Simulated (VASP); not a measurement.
# As (P6/mmm) in VASP: further runs

The runs below take As through relaxation of cell and atoms, relaxation of the atoms, with r2SCAN, MS2, r2SCAN+rVV10.

All numbers are computed with VASP 6.6.1; they aren't measurements. Logs are shortened: lines on timing, memory, paths and dates and some standing lists are left out, and cuts for length are marked.

## (1) The crystal as given

The structure is hexagonal, space group P6/mmm (No. 191). The conventional cell has a = 4.566 Å, b = 4.566 Å, c = 2.834 Å, α = 90.00°, β = 90.00°, γ = 120.00°. As (site symmetry -6m2) has 5 As at 2.64 to 2.83 Å as nearest neighbours.

The cell was built by a generator and needn't be a form met in nature.

## (2) Relaxation of cell and atoms, r2SCAN

Input file INCAR:

```
SYSTEM = As
PREC = Accurate
ENCUT = 600
EDIFF = 1E-6
ISMEAR = 0
SIGMA = 0.05
LREAL = .FALSE.
LASPH = .TRUE.
NELM = 80
ALGO = Normal
ISIF = 3
LWAVE = .FALSE.
LCHARG = .FALSE.
METAGGA = R2SCAN
LMIXTAU = .TRUE.
IBRION = 2
NSW = 40
EDIFFG = -0.01
```

Input file KPOINTS:

```
regular mesh
0
G
  7 7 9
  0 0 0
```

Input file POSCAR:

```
As
1.0
    4.5664000000      0.0000000000      0.0000000000
   -2.2832000000      3.9546200000      0.0000000000
    0.0000000000      0.0000000000      2.8337400000
As
2
Direct
    0.3333300000      0.6666700000      0.0000000000
    0.6666700000      0.3333300000      0.0000000000
```

Potentials or basis: VASP PAW PBE potentials, release 64 (As).

Started as:

```sh
$ cat potpaw_PBE.64/As/POTCAR > POTCAR
$ mpirun -np 1 vasp_std > vasp.out
```

OUTCAR:

```text
SYSTEM = As
   PREC = Accurate
   ENCUT = 600
   EDIFF = 1E-6
   ISMEAR = 0
   LREAL = .FALSE.
   LASPH = .TRUE.
   NELM = 80
   ISIF = 3
   METAGGA = R2SCAN
   IBRION = 2
   NSW = 40
   EDIFFG = -0.01

 ion  position               nearest neighbor table
   1  0.333  0.667  0.000-   2 2.64   2 2.64   2 2.64
   2  0.667  0.333  0.000-   1 2.64   1 2.64   1 2.64

  LATTYP: Found a hexagonal cell.
 ALAT       =     4.5664000000
 C/A-ratio  =     0.6205632446

  Lattice vectors:

 A1 = (   4.5664000000,   0.0000000000,   0.0000000000)
 A2 = (  -2.2832000000,   3.9546200000,   0.0000000000)
 A3 = (   0.0000000000,   0.0000000000,   2.8337400000)

Analysis of symmetry for initial positions (statically):
=====================================================================
 Subroutine PRICEL returns:
 Original cell was already a primitive cell.

 Routine SETGRP: Setting up the symmetry group for a
 hexagonal supercell.

 Subroutine GETGRP returns: Found  8 space group operations
 (whereof  8 operations were pure point group operations)
 out of a pool of 24 trial point group operations.

The static configuration has the point symmetry D_2h.

Analysis of symmetry for dynamics (positions and initial velocities):
=====================================================================
 Subroutine PRICEL returns:
 Original cell was already a primitive cell.

 Routine SETGRP: Setting up the symmetry group for a
 hexagonal supercell.

 Subroutine GETGRP returns: Found  8 space group operations
 (whereof  8 operations were pure point group operations)
 out of a pool of 24 trial point group operations.

The dynamic configuration has the point symmetry D_2h.

 Subroutine INISYM returns: Found  8 space group operations
 (whereof  8 operations are pure point group operations),
 and found     1 'primitive' translations

----------------------------------------------------------------------------------------

                                     Primitive cell

  volume of cell :      51.1727

  direct lattice vectors                    reciprocal lattice vectors
     4.566400000  0.000000000  0.000000000     0.218990890  0.126434398  0.000000000
    -2.283200000  3.954620000  0.000000000     0.000000000  0.252868796  0.000000000
     0.000000000  0.000000000  2.833740000     0.000000000  0.000000000  0.352890526

  length of vectors
     4.566400000  4.566401382  2.833740000     0.252868873  0.252868796  0.352890526

  position of ions in fractional coordinates (direct lattice)
     0.333330000  0.666670000  0.000000000
     0.666670000  0.333330000  0.000000000

  ion indices of the primitive-cell ions
   primitive index   ion index
                 1           1
                 2           2

----------------------------------------------------------------------------------------

 KPOINTS: regular mesh

Automatic generation of k-mesh.
 Grid dimensions read from file:
 generate k-points for:    7    7    9

 Generating k-lattice:

  Cartesian coordinates                     Fractional coordinates (reciprocal lattice)
     0.031284413  0.018062057  0.000000000     0.142857143 -0.000000000  0.000000000
     0.000000000  0.036124114  0.000000000     0.000000000  0.142857143  0.000000000
     0.000000000  0.000000000  0.039210058     0.000000000  0.000000000  0.111111111

  Length of vectors
     0.036124125  0.036124114  0.039210058

  Shift w.r.t. Gamma in fractional coordinates (k-lattice)
     0.000000000  0.000000000  0.000000000

 Subroutine IBZKPT returns following result:
 ===========================================

 Found     80 irreducible k-points:

 Following reciprocal coordinates:
            Coordinates               Weight
  0.000000  0.000000  0.000000      1.000000
  0.142857 -0.000000  0.000000      4.000000
 -0.142857  0.142857  0.000000      2.000000
  0.285714 -0.000000  0.000000      4.000000
 -0.285714  0.285714  0.000000      2.000000
  0.428571 -0.000000  0.000000      4.000000
[... 16 lines left out ...]
 -0.428571  0.428571  0.111111      4.000000
  0.142857  0.142857  0.111111      4.000000
 [... further k-points ...]
   k-points           NKPTS =     80   k-points in BZ     NKDIM =     80   number of bands    NBANDS=      9
   number of dos      NEDOS =    301   number of ions     NIONS =      2
   total plane-waves  NPLWV =  31104
   dimension x,y,z NGX =    36 NGY =   36 NGZ =   24
   dimension x,y,z NGXF=    72 NGYF=   72 NGZF=   48
   ions per type =               2
   NGX,Y,Z   is equivalent  to a cutoff of  13.11, 13.11, 14.08 a.u.
   NGXF,Y,Z  is equivalent  to a cutoff of  26.21, 26.21, 28.16 a.u.
 SYSTEM =  As
   PREC   = accura    normal or accurate (medium, high low for compatibility)
   ISTART =      0    job   : 0-new  1-cont  2-samecut
   ICHARG =      2    charge: 1-file 2-atom 10-const
   ISPIN  =      1    spin polarized calculation?
   LNONCOLLINEAR =      F non collinear calculations
   LSORBIT =      F    spin-orbit coupling
   LASPH  =      T    aspherical Exc in radial PAW
   ENCUT  =  600.0 eV  44.10 Ry    6.64 a.u.   9.12  9.12  5.66*2*pi/ulx,y,z
   NELM   =     80;   NELMIN=  2; NELMDL= -5     # of ELM steps
   EDIFF  = 0.1E-05   stopping-criterion for ELM
   LREAL  =      F    real-space projection
   EDIFFG = -.1E-01   stopping-criterion for IOM
   NSW    =     40    number of steps for IOM
   IBRION =      2    ionic relax: 0-MD 1-quasi-New 2-CG
   NFREE  =      1    steps in history (QN), initial steepest desc. (CG)
   ISIF   =      3    stress and relaxation
   ISYM   =      2    0-nonsym 1-usesym 2-fastsym
   POTIM  = 0.5000    time-step for ionic-motion
   TEBEG  =    0.0;   TEEND  =   0.0 temperature during run
   PSTRESS=    0.0 pullay stress
   NELECT =      10.0000    total number of electrons
   NUPDOWN=      -1.0000    fix difference up-down
   EMIN   =  10.00;   EMAX   =-10.00  energy-range for DOS
   EFERMI =   0.00;   METHOD = LEGACY
   ISMEAR =     0;   SIGMA  =   0.05  broadening in eV -4-tet -1-fermi 0-gaus
   EFERMI_NEDOS =   21; number of points for ismear=-14 and -15
   IALGO  =     38    algorithm
   IMIX   =      4    mixing-type and parameters
     AMIX     =   0.40;   BMIX     =  1.00
     AMIX_MAG =   1.60;   BMIX_MAG =  1.00
  volume/ion in A,a.u.               =      25.59       172.67
  Fermi-wavevector in a.u.,A,eV,Ry     =   0.950011  1.795260 12.279540  0.902521
  Thomas-Fermi vector in A             =   2.078348
   LORBIT       =      0    0 simple, 1 ext, 2 COOP (PROOUT), +10 PAW based schemes
   METAGGA = R2SCAN    functional components
   LHFCALC =     F    Hartree Fock is set to
   AEXX    =    0.0000 exact exchange contribution
   IVDW    =     0    specifies the selected vdW correction
   LEPSILON=     F    determine dielectric tensor
   LRPA    =     F    only Hartree local field effects (RPA)
 conjugate gradient relaxation of ions
 non-spin polarized calculation
 Gauss-broadening in eV      SIGMA  =   0.05
  energy-cutoff  :      600.00
  volume of cell :       51.17
 maximum number of plane-waves:      1728
   NGX = 19   NGY = 19   NGZ = 11

--------------------------------------- Ionic step        1  -------------------------------------------

 number of electron      10.0000000 magnetization

 number of electron       9.9999998 magnetization

 Free energy of the ion-electron system (eV)
  ---------------------------------------------------
  ext. energy  EPLUGINS =         0.00000000
  ---------------------------------------------------
  free energy    TOTEN  =       -28.84519010 eV

  energy without entropy =      -28.84485413  energy(sigma->0) =      -28.84502212

------------------------ aborting loop because EDIFF is reached ----------------------------------------

  FORCE on cell =-STRESS in cart. coord.  units (eV):
  Direction    XX          YY          ZZ          XY          YZ          ZX
  --------------------------------------------------------------------------------------
  -------------------------------------------------------------------------------------
  Total       -0.8664261     -0.8662488      0.1668133      0.0001541      0.0000000      0.0000000
  in kB      -27.1271011    -27.1215513      5.2227904      0.0048252      0.0000000      0.0000000
  external PRESSURE =     -16.3419540 kB  Pullay stress =       0.0000000 kB
[... 129 lines left out ...]
  energy  without entropy=      -28.8561800311  energy(sigma->0) =      -28.85636201

--------------------------------------- Ionic step        5  -------------------------------------------

 number of electron      10.0000001 magnetization

 Free energy of the ion-electron system (eV)
  ---------------------------------------------------
  ext. energy  EPLUGINS =         0.00000000
  ---------------------------------------------------
  free energy    TOTEN  =       -28.85655503 eV

  energy without entropy =      -28.85620036  energy(sigma->0) =      -28.85637769

 E-fermi :   3.9492     XC(G=0):  -9.5908

 val. band max:        3.8460497853   @ k =  -0.1429   0.4286   0.4444
 cond. band min:       3.9963732564   @ k =  -0.1429   0.2857   0.0000
 fundamental gap:      0.1503234711
 Fermi energy:         3.9492047324

 k-point     1 :       0.0000    0.0000    0.0000
  band No.  band energies     occupation
      1     -11.1230      2.00000
      2      -4.7985      2.00000
      3      -0.6204      2.00000
      4      -0.6202      2.00000
      5       4.0432      0.00786
      6       4.0433      0.00775
      7       7.1516      0.00000
      8       8.8331      0.00000
      9      11.5560      0.00000
[... 265 lines left out ...]
 k-point    24 :       0.1429    0.1429    0.1111
  band No.  band energies     occupation
      1     -10.4466      2.00000
      2      -6.2259      2.00000
      3      -1.1452      2.00000
      4       0.9844      2.00000
      5       4.1884      0.00000
      6       5.5596      0.00000
      7       6.0341      0.00000
      8       9.0685      0.00000
      9      11.1792      0.00000

 [... further k-points ...]

------------------------ aborting loop because EDIFF is reached ----------------------------------------

  FORCE on cell =-STRESS in cart. coord.  units (eV):
  Direction    XX          YY          ZZ          XY          YZ          ZX
  --------------------------------------------------------------------------------------
  -------------------------------------------------------------------------------------
  Total       -0.0004695     -0.0003726      0.0019267      0.0000839      0.0000000      0.0000000
  in kB       -0.0150793     -0.0119676      0.0618766      0.0026948      0.0000000      0.0000000
  external PRESSURE =       0.0116099 kB  Pullay stress =       0.0000000 kB
[... 17 lines left out ...]
  FREE ENERGIE OF THE ION-ELECTRON SYSTEM (eV)
  ---------------------------------------------------
  free  energy   TOTEN  =       -28.8565550280 eV

  energy  without entropy=      -28.8562003552  energy(sigma->0) =      -28.85637769

 reached required accuracy - stopping structural energy minimisation
```

It took 3.2 min on 1 thread of Intel Xeon 6975P-C (Granite Rapids), shared host; peak memory 0.21 GiB.

What came out:

| Item | Value |
| --- | --- |
| Free energy | -28.8566 eV |
| Relaxed volume | 24.94 Å³/atom |
| Relaxed cell | a = 4.508 Å, b = 4.508 Å, c = 2.835 Å, α = 90.00°, β = 90.00°, γ = 120.00° |
| Space group after relaxing (to 0.05 Å) | P6/mmm (No. 191) |
| Energy gained by relaxing | 5.7 meV/atom |
| Ionic steps | 5 |
| Pressure after relaxing | 0.0 GPa |
| Band gap on the k mesh | none (metal or under the smearing width) |

The path:
| step | energy change (eV) | largest force (eV/Å) | pressure (GPa) | volume (Å³) |
| --- | --- | --- | --- | --- |
| 1 | 0.0000 | 0.0002 | -1.63 | 51.17 |
| 2 | -0.0059 | 0.0001 | 0.97 | 49.25 |
| 3 | -0.0112 | 0.0002 | -0.15 | 50.02 |
| 4 | -0.0114 | 0.0001 | 0.05 | 49.85 |
| 5 | -0.0114 | 0.0001 | 0.00 | 49.89 |

Final structure:
```xyz
2
Lattice="4.5078 0.0000 0.0000 -2.2539 3.9039 0.0000 0.0000 0.0000 2.8349" Properties=species:S:1:pos:R:3 pbc="T T T"
As    0.0000    2.6026    0.0000
As    2.2539    1.3013    0.0000
```

Levels at points of the mesh, in eV from the Fermi level:
```
           k point  band 2  band 3  band 4  band 5  band 6  band 7  band 8  band 9
(0.00, 0.00, 0.00)   -8.75   -4.57   -4.57    0.09    0.09    3.20    4.88    7.61
```

Caveat: the PAW data sets were made with another functional, which shifts forces and pressure a little.

[end of part 1 of 2]
